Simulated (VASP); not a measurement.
# GaN (P6_3mc) in VASP: band structure with PBE

Aim: the band structure of GaN with PBE.

Everything below comes from runs of VASP 6.6.1. Logs are shortened: lines on timing, memory, paths and dates and some standing lists are left out, and cuts for length are marked.

**What was measured.**

From “Studying electronic properties in GaN without electrical contacts using γ-γ vs e−-γ Perturbed Angular Correlations”, 2019, pmc:6823545, for a bulk crystal of GaN: band gap 3.503 ± 0.005 eV (direct).

The results are compared with them further down.

### Step 1. The structure

The structure is hexagonal, space group P6_3mc (No. 186). Conventional cell: a = 3.219 Å, b = 3.219 Å, c = 5.245 Å, α = 90.00°, β = 90.00°, γ = 120.00°. Around Ga (site symmetry 3m) lie 4 N at 1.97 to 1.98 Å. N (site symmetry 3m) is surrounded by 4 Ga at 1.97 to 1.98 Å.

### Step 2. Band structure, PBE

Contents of POSCAR:

```
GaN                                     
1.0
    3.2190019382      0.0000000000      0.0000000000
   -1.6095009691      2.7877374492      0.0000000000
   -0.0000000000      0.0000000000      5.2449011990
  Ga              N             
     2     2
Direct
     0.3333333300000021    0.6666666699999979    0.9991480697177126
     0.6666666699999979    0.3333333300000021    0.4991480697177126
     0.3333333300000021    0.6666666699999979    0.3758519302822874
     0.6666666699999979    0.3333333300000021    0.8758519302822874
```

Contents of INCAR.step1:

```
PREC = Accurate
ENCUT = 520
EDIFF = 1E-7
ISMEAR = 0
SIGMA = 0.02
LREAL = F
LASPH = T
NELM = 80
ALGO = Fast
ISIF = 2
LWAVE = F
LCHARG = T
GGA = PE
```

Contents of KPOINTS.step1:

```
regular mesh
0
Gamma
  9 9 4
```

Contents of INCAR.step2:

```
PREC = Accurate
ENCUT = 520
EDIFF = 1E-7
ISMEAR = 0
SIGMA = 0.05
LREAL = F
LASPH = T
NELM = 80
ALGO = Fast
ISIF = 2
LWAVE = F
LCHARG = F
GGA = PE
ICHARG = 11
```

Contents of KPOINTS.step2:

```
path GMKGALHA,LM,KH
10
line-mode
reciprocal
 0.0000000000  0.0000000000  0.0000000000  G
 0.5000000000  0.0000000000  0.0000000000  M

 0.5000000000  0.0000000000  0.0000000000  M
 0.3333333333  0.3333333333  0.0000000000  K

 0.3333333333  0.3333333333  0.0000000000  K
 0.0000000000  0.0000000000  0.0000000000  G

 0.0000000000  0.0000000000  0.0000000000  G
 0.0000000000  0.0000000000  0.5000000000  A

 0.0000000000  0.0000000000  0.5000000000  A
 0.5000000000  0.0000000000  0.5000000000  L

 0.5000000000  0.0000000000  0.5000000000  L
 0.3333333333  0.3333333333  0.5000000000  H

 0.3333333333  0.3333333333  0.5000000000  H
 0.0000000000  0.0000000000  0.5000000000  A

 0.5000000000  0.0000000000  0.5000000000  L
 0.5000000000  0.0000000000  0.0000000000  M

 0.3333333333  0.3333333333  0.0000000000  K
 0.3333333333  0.3333333333  0.5000000000  H
```

Potentials or basis: VASP PAW PBE potentials, release 64 (Ga_d, N).

Command:

```
$ cat potpaw_PBE.64/Ga_d/POTCAR potpaw_PBE.64/N/POTCAR > POTCAR
$ cp INCAR.step1 INCAR
$ cp KPOINTS.step1 KPOINTS
$ mpirun -np 1 vasp_std > vasp.out
$ cp INCAR.step2 INCAR
$ cp KPOINTS.step2 KPOINTS
$ mpirun -np 1 vasp_std > vasp.out
```

OUTCAR:

```text
PREC = Accurate
   ENCUT = 520
   EDIFF = 1E-7
   ISMEAR = 0
   LREAL = F
   LASPH = T
   NELM = 80
   ISIF = 2
   GGA = PE
   ICHARG = 11

 ion  position               nearest neighbor table
   1  0.333  0.667  0.999-   4 1.97   4 1.97   4 1.97   3 1.98
   2  0.667  0.333  0.499-   3 1.97   3 1.97   3 1.97   4 1.98
   3  0.333  0.667  0.376-   2 1.97   2 1.97   2 1.97   1 1.98
   4  0.667  0.333  0.876-   1 1.97   1 1.97   1 1.97   2 1.98

  LATTYP: Found a hexagonal cell.
 ALAT       =     3.2190019382
 C/A-ratio  =     1.6293563346

  Lattice vectors:

 A1 = (   3.2190019382,   0.0000000000,   0.0000000000)
 A2 = (  -1.6095009691,   2.7877374492,   0.0000000000)
 A3 = (   0.0000000000,   0.0000000000,   5.2449011990)

Analysis of symmetry for initial positions (statically):
=====================================================================
 Subroutine PRICEL returns:
 Original cell was already a primitive cell.

 Routine SETGRP: Setting up the symmetry group for a
 hexagonal supercell.

 Subroutine GETGRP returns: Found 12 space group operations
 (whereof  6 operations were pure point group operations)
 out of a pool of 24 trial point group operations.

The static configuration has the point symmetry C_3v.
 The point group associated with its full space group is C_6v.

Analysis of symmetry for dynamics (positions and initial velocities):
=====================================================================
 Subroutine PRICEL returns:
 Original cell was already a primitive cell.

 Routine SETGRP: Setting up the symmetry group for a
 hexagonal supercell.

 Subroutine GETGRP returns: Found 12 space group operations
 (whereof  6 operations were pure point group operations)
 out of a pool of 24 trial point group operations.

The dynamic configuration has the point symmetry C_3v.
 The point group associated with its full space group is C_6v.

 Subroutine INISYM returns: Found 12 space group operations
 (whereof  6 operations are pure point group operations),
 and found     1 'primitive' translations

----------------------------------------------------------------------------------------

                                     Primitive cell

  volume of cell :      47.0663

  direct lattice vectors                    reciprocal lattice vectors
     3.219001938  0.000000000  0.000000000     0.310655296  0.179356919  0.000000000
    -1.609500969  2.787737449  0.000000000     0.000000000  0.358713838  0.000000000
     0.000000000  0.000000000  5.244901199     0.000000000  0.000000000  0.190661361

  length of vectors
     3.219001938  3.219001935  5.244901199     0.358713838  0.358713838  0.190661361

  position of ions in fractional coordinates (direct lattice)
     0.333333330  0.666666670  0.999148070
     0.666666670  0.333333330  0.499148070
     0.333333330  0.666666670  0.375851930
     0.666666670  0.333333330  0.875851930

  ion indices of the primitive-cell ions
   primitive index   ion index
                 1           1
                 2           2
                 3           3
                 4           4

----------------------------------------------------------------------------------------

 KPOINTS: path GMKGALHA,LM,KH

Interpolating k-points between supplied coordinates.

 Line segments in fractional coordinates (reciprocal lattice):
    0.000000  0.000000  0.000000  ...  0.500000  0.000000  0.000000
    0.500000  0.000000  0.000000  ...  0.333333  0.333333  0.000000
    0.333333  0.333333  0.000000  ...  0.000000  0.000000  0.000000
    0.000000  0.000000  0.000000  ...  0.000000  0.000000  0.500000
    0.000000  0.000000  0.500000  ...  0.500000  0.000000  0.500000
    0.500000  0.000000  0.500000  ...  0.333333  0.333333  0.500000
    0.333333  0.333333  0.500000  ...  0.000000  0.000000  0.500000
    0.500000  0.000000  0.500000  ...  0.500000  0.000000  0.000000
    0.333333  0.333333  0.000000  ...  0.333333  0.333333  0.500000

 Generated    10 points on each line segment, for a total of     90 k-points:

 Following reciprocal coordinates:
            Coordinates               Weight
  0.000000  0.000000  0.000000      0.011111
  0.055556  0.000000  0.000000      0.011111
  0.111111  0.000000  0.000000      0.011111
  0.166667  0.000000  0.000000      0.011111
  0.222222  0.000000  0.000000      0.011111
  0.277778  0.000000  0.000000      0.011111
[... 16 lines left out ...]
  0.259259  0.259259  0.000000      0.011111
  0.222222  0.222222  0.000000      0.011111
 [... further k-points ...]
   k-points           NKPTS =     90   k-points in BZ     NKDIM =     90   number of bands    NBANDS=     22
   number of dos      NEDOS =    301   number of ions     NIONS =      4
   total plane-waves  NPLWV =  23040
   dimension x,y,z NGX =    24 NGY =   24 NGZ =   40
   dimension x,y,z NGXF=    48 NGYF=   48 NGZF=   80
   ions per type =               2   2
   NGX,Y,Z   is equivalent  to a cutoff of  12.39, 12.39, 12.68 a.u.
   NGXF,Y,Z  is equivalent  to a cutoff of  24.79, 24.79, 25.36 a.u.
 SYSTEM =  unknown system
   PREC   = accura    normal or accurate (medium, high low for compatibility)
   ISTART =      0    job   : 0-new  1-cont  2-samecut
   ICHARG =     11    charge: 1-file 2-atom 10-const
   ISPIN  =      1    spin polarized calculation?
   LNONCOLLINEAR =      F non collinear calculations
   LSORBIT =      F    spin-orbit coupling
   LASPH  =      T    aspherical Exc in radial PAW
   ENCUT  =  520.0 eV  38.22 Ry    6.18 a.u.   5.99  5.99  9.75*2*pi/ulx,y,z
   NELM   =     80;   NELMIN=  2; NELMDL=  0     # of ELM steps
   EDIFF  = 0.1E-06   stopping-criterion for ELM
   LREAL  =      F    real-space projection
   EDIFFG = 0.1E-05   stopping-criterion for IOM
   NSW    =      0    number of steps for IOM
   IBRION =     -1    ionic relax: 0-MD 1-quasi-New 2-CG
   NFREE  =      0    steps in history (QN), initial steepest desc. (CG)
   ISIF   =      2    stress and relaxation
   ISYM   =      2    0-nonsym 1-usesym 2-fastsym
   POTIM  = 0.5000    time-step for ionic-motion
   TEBEG  =    0.0;   TEEND  =   0.0 temperature during run
   PSTRESS=    0.0 pullay stress
   NELECT =      36.0000    total number of electrons
   NUPDOWN=      -1.0000    fix difference up-down
   EMIN   =  10.00;   EMAX   =-10.00  energy-range for DOS
   EFERMI =   0.00;   METHOD = LEGACY
   ISMEAR =     0;   SIGMA  =   0.05  broadening in eV -4-tet -1-fermi 0-gaus
   EFERMI_NEDOS =   21; number of points for ismear=-14 and -15
   IALGO  =     68    algorithm
   IMIX   =      4    mixing-type and parameters
     AMIX     =   0.40;   BMIX     =  1.00
     AMIX_MAG =   1.60;   BMIX_MAG =  1.00
  volume/ion in A,a.u.               =      11.77        79.40
  Fermi-wavevector in a.u.,A,eV,Ry     =   1.497174  2.829248 30.497855  2.241529
  Thomas-Fermi vector in A             =   2.609096
   LORBIT       =      0    0 simple, 1 ext, 2 COOP (PROOUT), +10 PAW based schemes
   GGA     = PE    functional components
   LHFCALC =     F    Hartree Fock is set to
   AEXX    =    0.0000 exact exchange contribution
   IVDW    =     0    specifies the selected vdW correction
   LEPSILON=     F    determine dielectric tensor
   LRPA    =     F    only Hartree local field effects (RPA)
 non-spin polarized calculation
 RMM-DIIS sequential band-by-band and
 Gauss-broadening in eV      SIGMA  =   0.05
  energy-cutoff  :      520.00
  volume of cell :       47.07
 maximum number of plane-waves:      1292
 NGX is ok and might be reduce to    24

 number of electron      35.9999957 magnetization

 Free energy of the ion-electron system (eV)
  ---------------------------------------------------
  ext. energy  EPLUGINS =         0.00000000
  ---------------------------------------------------
  free energy    TOTEN  =       -23.31825835 eV

  energy without entropy =      -23.31825835  energy(sigma->0) =      -23.31825835

 E-fermi :   5.2940     XC(G=0): -11.5113

 val. band max:        5.0012423038   @ k =   0.0000   0.0000   0.0000
 cond. band min:       6.7104704273   @ k =   0.0000   0.0000   0.0000
 fundamental gap:      1.7092281234
 Fermi energy:         5.2940338166

 k-point     1 :       0.0000    0.0000    0.0000
  band No.  band energies     occupation
      1     -10.7297      2.00000
      2      -9.9074      2.00000
      3      -8.4199      2.00000
      4      -8.4053      2.00000
      5      -8.4053      2.00000
      6      -8.3492      2.00000
[... 14 lines left out ...]
     21      14.0272      0.00000
     22      14.7208      0.00000

 k-point     2 :       0.0556    0.0000    0.0000
  band No.  band energies     occupation
      1     -10.7007      2.00000
      2      -9.9002      2.00000
      3      -8.4179      2.00000
      4      -8.4011      2.00000
      5      -8.3943      2.00000
      6      -8.3462      2.00000
[... 14 lines left out ...]
     21      13.9644      0.00000
     22      14.4905      0.00000

 k-point     3 :       0.1111    0.0000    0.0000
  band No.  band energies     occupation
      1     -10.6175      2.00000
      2      -9.8805      2.00000
      3      -8.4079      2.00000
      4      -8.3894      2.00000
      5      -8.3645      2.00000
      6      -8.3352      2.00000
[... 14 lines left out ...]
     21      13.6310      0.00000
     22      14.0525      0.00000

 k-point     4 :       0.1667    0.0000    0.0000
  band No.  band energies     occupation
      1     -10.4916      2.00000
      2      -9.8532      2.00000
      3      -8.3916      2.00000
      4      -8.3734      2.00000
      5      -8.3278      2.00000
      6      -8.3025      2.00000
[... 14 lines left out ...]
     21      13.0224      0.00000
     22      13.7818      0.00000

 k-point     5 :       0.2222    0.0000    0.0000
  band No.  band energies     occupation
      1     -10.3423      2.00000
      2      -9.8247      2.00000
      3      -8.3753      2.00000
      4      -8.3575      2.00000
      5      -8.3018      2.00000
      6      -8.2722      2.00000
[... 417 lines left out ...]
 k-point    22 :       0.2963    0.2963    0.0000
  band No.  band energies     occupation
      1      -9.8285      2.00000
      2      -9.7766      2.00000
      3      -8.4002      2.00000
      4      -8.2415      2.00000
      5      -8.2082      2.00000
      6      -8.2069      2.00000
[... 14 lines left out ...]
     21      12.7054      0.00000
     22      13.0904      0.00000

 k-point    23 :       0.2593    0.2593    0.0000
  band No.  band energies     occupation
      1      -9.8812      2.00000
      2      -9.7685      2.00000
      3      -8.3899      2.00000
      4      -8.2692      2.00000
      5      -8.2219      2.00000
      6      -8.2138      2.00000
[... 14 lines left out ...]
     21      12.6761      0.00000
     22      12.7399      0.00000

 k-point    24 :       0.2222    0.2222    0.0000
  band No.  band energies     occupation
      1      -9.9640      2.00000
      2      -9.7712      2.00000
      3      -8.3763      2.00000
      4      -8.2977      2.00000
      5      -8.2424      2.00000
      6      -8.2199      2.00000
[... 14 lines left out ...]
     21      12.4369      0.00000
     22      12.5100      0.00000

 [... further k-points ...]
[... 5 lines left out ...]
  --------------------------------------------------------------------------------------
  -------------------------------------------------------------------------------------
  Total        0.8273313      0.8273313      0.1590515      0.0000000     -0.0000000     -0.0000000
  in kB       28.1630473     28.1630472      5.4142454      0.0000000     -0.0000000     -0.0000000
  external PRESSURE =      20.5801133 kB  Pullay stress =       0.0000000 kB

 VOLUME and BASIS-vectors are now :
 -----------------------------------------------------------------------------
  energy-cutoff  :      520.00
  volume of cell :       47.07
      direct lattice vectors                 reciprocal lattice vectors
     3.219001938  0.000000000  0.000000000     0.310655296  0.179356919  0.000000000
    -1.609500969  2.787737449  0.000000000     0.000000000  0.358713838  0.000000000
     0.000000000  0.000000000  5.244901199     0.000000000  0.000000000  0.190661361

 POSITION                                       TOTAL-FORCE (eV/Angst)
 -----------------------------------------------------------------------------------
     -0.00000      1.85849      5.24043         0.000000      0.000000      0.177535
      1.60950      0.92925      2.61798        -0.000000      0.000000      0.177535
     -0.00000      1.85849      1.97131        -0.000000      0.000000     -0.177535
      1.60950      0.92925      4.59376         0.000000     -0.000000     -0.177535
 -----------------------------------------------------------------------------------
    total drift:                               -0.000011      0.000005     -0.112793

  FREE ENERGIE OF THE ION-ELECTRON SYSTEM (eV)
  ---------------------------------------------------
  free  energy   TOTEN  =       -23.3182583511 eV

  energy  without entropy=      -23.3182583511  energy(sigma->0) =      -23.31825835
```

Run time: 69 s. Hardware: 1 thread of Intel Xeon Platinum 8488C (Sapphire Rapids), shared host; peak memory 0.2 GiB.

Results:

* Band gap on the k mesh: 1.71 eV, direct
* Band gap along the path: 1.71 eV, direct

Levels at the corners of the path, in eV from the valence-band top:
| point | band 15 | band 16 | band 17 | band 18 | band 19 | band 20 | band 21 | band 22 |
| --- | --- | --- | --- | --- | --- | --- | --- | --- |
| Γ | -0.99 | -0.04 | 0.00 | 0.00 | 1.71 | 4.06 | 9.03 | 9.72 |
| M | -4.06 | -2.64 | -2.11 | -0.96 | 4.98 | 5.37 | 5.97 | 8.34 |
| M | -4.06 | -2.64 | -2.11 | -0.96 | 4.98 | 5.37 | 5.97 | 8.34 |
| K | -5.08 | -2.87 | -2.87 | -2.62 | 5.18 | 7.52 | 7.53 | 8.30 |
| K | -5.08 | -2.87 | -2.87 | -2.62 | 5.18 | 7.52 | 7.53 | 8.30 |
| Γ | -0.99 | -0.04 | 0.00 | 0.00 | 1.71 | 4.06 | 9.03 | 9.72 |
| Γ | -0.99 | -0.04 | 0.00 | 0.00 | 1.71 | 4.06 | 9.06 | 9.73 |
| A | -0.51 | -0.51 | -0.51 | -0.51 | 4.05 | 4.05 | 8.30 | 8.31 |
| A | -0.51 | -0.51 | -0.51 | -0.51 | 4.05 | 4.05 | 8.31 | 8.31 |
| L | -1.87 | -1.87 | -1.83 | -1.83 | 4.30 | 4.30 | 7.57 | 7.57 |
| L | -1.87 | -1.87 | -1.83 | -1.83 | 4.30 | 4.30 | 7.57 | 7.57 |
| H | -4.03 | -4.03 | -1.42 | -1.42 | 6.22 | 6.22 | 7.25 | 7.25 |
| H | -4.03 | -4.03 | -1.42 | -1.42 | 6.22 | 6.22 | 7.25 | 7.26 |
| A | -0.51 | -0.51 | -0.51 | -0.51 | 4.05 | 4.05 | 8.30 | 8.30 |
| L | -1.87 | -1.87 | -1.83 | -1.83 | 4.30 | 4.30 | 7.57 | 7.57 |
| M | -4.06 | -2.64 | -2.11 | -0.96 | 4.98 | 5.37 | 5.97 | 8.34 |
| K | -5.08 | -2.87 | -2.87 | -2.62 | 5.18 | 7.52 | 7.53 | 8.31 |
| H | -4.03 | -4.03 | -1.42 | -1.42 | 6.22 | 6.22 | 7.25 | 7.25 |

Caveat: the log is that of the step along the path at fixed density, whose energy, stress, charges and moments have no meaning.

### Step 3. How close it comes

Step 2. Measured gap of GaN: 3.503 eV (direct; quoted in “Studying electronic properties in GaN without electrical contacts using γ-γ vs e−-γ Perturbed Angular Correlations”, 2019, pmc:6823545). This calculation gives 1.71 eV (-1.79 eV). So large a miss can be the level of theory's own, or it may mean another phase, state or a wrong row. Spin-orbit coupling on Ga is left out. The value is that of PBE, without temperature or zero-point motion. Semilocal functionals fall short of measured gaps as a rule.
